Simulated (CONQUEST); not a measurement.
# In (Im-3m) in CONQUEST: single point with PBE

Aim: the single point of In with PBE.

All numbers are computed with CONQUEST 1.3; they aren't measurements. Logs are shortened: lines on timing, memory, paths and dates and some standing lists are left out, and cuts for length are marked.

### Step 1. The undisturbed crystal

It takes space group Im-3m (No. 229, cubic). The conventional cell has a = 3.765 Å, b = 3.765 Å, c = 3.765 Å, α = 90.00°, β = 90.00°, γ = 90.00°. In (site symmetry m-3m) is surrounded by 8 In at 3.26 Å.

This isn't the form of In at room conditions, which is tetragonal.

### Step 2. Single point, PBE (atoms of the box moved at random, drawn with an rms of 0.05 Å)

Conquest_input

```
IO.Title In
IO.Coordinates coords.dat
IO.FractionalAtomicCoords T
IO.Iprint 2
IO.Iprint_init 1
General.NumberOfSpecies 1
General.PseudopotentialType hamann
AtomMove.TypeOfRun static
AtomMove.FullStress T
Grid.GridCutoff 120
DM.SolutionMethod diagon
Diag.MPMesh T
Diag.GammaCentred T
Diag.MPMeshX 7
Diag.MPMeshY 7
Diag.MPMeshZ 7
Diag.kT 0.00183747
minE.SCTolerance 1e-6
SC.MaxIters 100
IO.AtomChargeOutput T
%block ChemicalSpeciesLabel
1 114.820 In
%endblock
```

coords.dat

```
    7.1149142526     0.0000000000     0.0000000000
    0.0000000000     7.1149142526     0.0000000000
    0.0000000000     0.0000000000     7.1149142526
2
  0.0065620000  -0.0046270000  -0.0039920000 1 T T T
  0.4979510000   0.4956950000   0.4888090000 1 T T T
```

Potentials or basis: PseudoDojo NC PBE, DZP, grid cutoff 120 Ha.

On the command line:

```bash
$ Conquest
```

The log of the run:

```text
Simulation cell dimensions:     7.1149 a0 x     7.1149 a0 x     7.1149 a0

      Atomic coordinates (a0)
         Atom         X         Y         Z  Species
            1    0.0467    7.0820    7.0865        1
            2    3.5429    3.5268    3.4778        1

         Monkhorst-Pack mesh:   7 x   7 x   7 gamma-centred
        This calculation includes non-local pseudopotentials,
         with a maximum core radius of      8.41238623

    Job title: In
    Job to be run: static calculation

[... 5 lines left out ...]
      Using Fermi-Dirac smearing

    Integration grid size:     36 x   36 x   36

    Integration grid spacing:  0.198 a0 x 0.198 a0 x 0.198 a0

    Number of species:  1
    --------------------------------------------------------
    |   #  mass (au)  Charge (e)  SF Rad (a0)  NSF  Label  |
    --------------------------------------------------------
    |   1    114.820      13.000        8.696   18  In     |
    --------------------------------------------------------
          SCF tolerance:                 0.00000100
          SCF iterations:               100

    The functional used will be GGA PBE96

           radial cut-off to be used is taken to be max PAO cut-off radius for this species:    8.412386

           greatest ang. mom. for making density from PAOs:  2
    Minimum blocs/proc is      729. Maximum blocs/proc is      729
    set_atom_dens: In set_atomic_density, electrons :      26.000000000000
 matrix_size & matrix_size_padH =           36          36

    Screened ion int: energy:    -101.099497338439 Ha

    new_SC_potl: Starting.  Tolerance:  0.10000E-05

    PulayMixSC: Starting Pulay mixing, A_up =  0.500 A_dn =  0.500
    PulayMixSC: Spin non-polarised calculation.
          Harris-Foulkes Energy            :      -132.887623099285179 Ha
          GroundState Energy (E-(1/2)TS)   :      -132.887830702205179 Ha
          Free Energy (E-TS)               :      -132.888038305125150 Ha
          DFT Total Energy                 :      -132.876046373605845 Ha
          Total number of electrons        :        26.000000000000050
    PulayMixSC: Pulay iteration     1 residual:              0.18901E-02
          Harris-Foulkes Energy            :      -132.880883020906339 Ha
          GroundState Energy (E-(1/2)TS)   :      -132.881081552836378 Ha
          Free Energy (E-TS)               :      -132.881280084766388 Ha
          DFT Total Energy                 :      -132.880538300332859 Ha
          Total number of electrons        :        26.000031186725920
    PulayMixSC: Pulay iteration     2 residual:              0.34422E-03
          Harris-Foulkes Energy            :      -132.880679846674809 Ha
          GroundState Energy (E-(1/2)TS)   :      -132.880876298101356 Ha
          Free Energy (E-TS)               :      -132.881072749527931 Ha
          DFT Total Energy                 :      -132.880681088487961 Ha
          Total number of electrons        :        26.000048311931877
    PulayMixSC: Pulay iteration     3 residual:              0.12494E-03
          Harris-Foulkes Energy            :      -132.880681730052061 Ha
          GroundState Energy (E-(1/2)TS)   :      -132.880878055674174 Ha
          Free Energy (E-TS)               :      -132.881074381296287 Ha
          DFT Total Energy                 :      -132.880681655830927 Ha
          Total number of electrons        :        26.000060959528533
    PulayMixSC: Pulay iteration     4 residual:              0.51827E-05
          Harris-Foulkes Energy            :      -132.880681644959225 Ha
          GroundState Energy (E-(1/2)TS)   :      -132.880878008697209 Ha
          Free Energy (E-TS)               :      -132.881074372435194 Ha
          DFT Total Energy                 :      -132.880681644289155 Ha
          Total number of electrons        :        26.000060000555141
    PulayMixSC: Pulay iteration     5 residual:              0.74059E-06
    PulayMixSC: Reached SCF tolerance of  0.74059E-06 after      5 iterations
      | Number of electrons      =        26.000060
      |* band energy as 2Tr[K.H] =       -15.625347298501628 Ha
      |  screened ion-ion energy =      -101.099497338439164 Ha
      |  Ha correction           =         0.777306312286016 Ha
      |  XC correction           =       -16.933147760984628 Ha
      | GS Energy as E-(1/2)TS   =      -132.880878008697209 Ha
      | Free Energy as E-TS      =      -132.881074372435194 Ha
      |* Harris-Foulkes energy   =      -132.880681644959225 Ha
      |* DFT total energy        =      -132.880681644289155 Ha
      |  estimated accuracy      =        -0.000000000670070 Ha

    force: Forces on atoms (Ha/a0)
    force:  Atom   X              Y              Z
    force:     1  -0.0010243727   0.0000578568  -0.0008106241
    force:     2   0.0010023049  -0.0000036176   0.0009375901

    force: Maximum force :        0.00102437(Ha/a0) on atom         1 in x direction
    force: Force Residual:        0.00134043 Ha/a0
    force: Total stress:         -2.15669180    -0.00093844    -0.01652993 GPa
                            -0.00093844    -2.17627426     0.00200922
                            -0.01652993     0.00200922    -2.24592525
    force: Average pressure:      2.19296377 GPa

    force: Finished force
    get_E_and_F: Change in energy during last step of electronic optimisation:  0.85093E-07

    BIBLIOGRAPHY: Please consider citing the following references in the conquest.bib file

    CONQUEST:         Bowler2002pt, Miyazaki2004, Nakata2020
    Basis:            Bowler2019
    DM:               Bowler:2006xr
    Pseudopotentials: Hamann2013, Bowler2019
    XC functional:    Perdew1996
```

Wall time 33 s (1 thread of Intel Xeon Platinum 8488C (Sapphire Rapids), shared host); peak memory 0.51 GiB.

Results:

| Property | Result |
| --- | --- |
| Free energy | -3615.8782 eV |
| Pressure | 2.2 GPa |
| Largest force | 0.071 eV/Å |
| Band gap on the k mesh | none (metal or under the smearing width) |

Forces on the atoms (eV/Å):
```
In  -0.053  0.003 -0.042
In   0.052  0.000  0.048
```

Stress tensor (GPa, compression positive):
```
2.16 0.00 0.02
0.00 2.18 0.00
0.02 0.00 2.25
```

Caveat: the basis of atomic orbitals isn't converged, which shifts pressures, moduli and gaps.
